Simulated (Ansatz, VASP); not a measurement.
One calculation of SnH5, two programs

```
Sn H
1.0
     2.55811    0.00000    0.00000
     0.00000    2.55811    0.00000
     0.00000    0.00000   10.83609
Sn H
1 5
Direct
  0.50000 0.50000 0.00000
  0.50000 0.50000 0.33448
  0.50000 0.50000 0.66552
  0.00000 0.00000 0.17599
  0.00000 0.00000 0.82401
  0.00000 0.00000 0.50000
```

Change from the starting cell: species swapped into the Hf5Pb type (P4/mmm, No. 123).

Alike in both runs: task relaxation of cell and atoms; functional PBE; k mesh 6 × 6 × 2; occupations gaussian, width 0.1 eV; no spin polarisation.

|  | VASP | Ansatz |
| --- | --- | --- |
| version | VASP 6.6.1 | Ansatz 0.2.0 |
| potentials or method | VASP PAW PBE potentials, release 64 (Sn_d, H) | scalar-relativistic, plane waves, PAW |
| plane-wave cutoff (eV) | 600 | 420 |
| valence electrons in the cell | 19 | 19 |

VASP gave:

```
gap on the k mesh at the Fermi level, each at its own relaxed structure (eV) : none
relaxed volume (Å³/atom)                                                     : 9.04
relaxed cell length with the largest relative difference (Å)                 : 3.211
energy change over the relaxation (meV/atom)                                 : -1544
```

Problem. Estimate Ansatz's values.

Solution. gap on the k mesh at the Fermi level, each at its own relaxed structure (eV): none; relaxed volume (Å³/atom): 9.06; relaxed cell length with the largest relative difference (Å): 3.217; energy change over the relaxation (meV/atom): -1550.

A gap of «none» marks a metal or a gap that the smearing closes.

Caveats: the k mesh is coarse (spacing up to 0.41 Å⁻¹), so the values aren't converged; the volume moved by over 15 % at a fixed basis, so the end points are rough (VASP).
